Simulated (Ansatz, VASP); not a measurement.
Bi2Se3 (Paraguanajuatite): VASP beside Ansatz

```
Bi Se
1.0
     2.09876    1.21172    9.67094
    -2.09876    1.21172    9.67094
     0.00000   -2.42344    9.67094
Bi Se
2 3
Cartesian
  0.0000 0.0000 17.3845
  0.0000 0.0000 11.6283
  0.0000 0.0000 22.8708
  0.0000 0.0000 6.1420
  0.0000 0.0000 0.0000
```

Alike in both runs: task single point; functional PBE; k mesh 8 × 8 × 8; occupations fermi-dirac, width 0.05 eV; no spin polarisation.

|  | VASP | Ansatz |
| --- | --- | --- |
| version | VASP 6.6.1 | Ansatz 0.2.0 |
| potentials or method | VASP PAW PBE potentials, release 64 (Bi_d, Se) | JTH PAW |
| plane-wave cutoff (eV) | 520 | 1800 |
| valence electrons in the cell | 48 | 48 |

```tsv
	VASP	Ansatz	Ansatz less VASP
gap on the k mesh at the Fermi level (eV)	0.24	0.25	+0.003
least direct gap on the mesh (eV)	0.24	0.25	+0.003
pressure (GPa)	0.1	0.1	-0.06
rms of the force components (eV/Å)	0.048	0.051	+0.0028
```

Atom by atom the forces differ by 0.004 eV/Å (rms over components).

Caveats: spin-orbit coupling is left out, which as a rule narrows the gap of such compounds by several tenths of an eV. Expect the measured gap to be larger: semilocal functionals such as PBE lack the derivative discontinuity. A k mesh can miss the band edges.
